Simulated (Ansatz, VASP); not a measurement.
Two plane-wave programs on BeS

```
CELL_PARAMETERS angstrom
0.00000 2.46137 2.38863
2.46137 0.00000 2.38863
2.46137 2.46137 0.00000
ATOMIC_POSITIONS crystal
Be 0.00000 0.00000 0.00000
S 0.75000 0.75000 0.75000
```

Change from the starting cell: strain +0.015 along x and y, -0.015 along z, atoms carried along.

Alike in both runs: task single point; functional PBE; k mesh 8 × 8 × 8; occupations gaussian, width 0.05 eV; no spin polarisation.

```csv
,VASP,Ansatz
version,VASP 6.6.1,Ansatz 0.2.0
potentials or method,"VASP PAW PBE potentials, release 64 (Be, S)","scalar-relativistic, plane waves, PAW"
plane-wave cutoff (eV),520,420
valence electrons in the cell,8,8
```

Ansatz gave:

* gap on the k mesh at the Fermi level (eV): 2.90
* least direct gap on the mesh (eV): 5.54
* pressure (GPa): 0.1
* largest component of the traceless stress (GPa): 1.84

Question: Estimate VASP's values.

Answer: gap on the k mesh at the Fermi level (eV): 2.90; least direct gap on the mesh (eV): 5.55; pressure (GPa): 0.1; largest component of the traceless stress (GPa): 1.83.

A k mesh can miss the band edges.
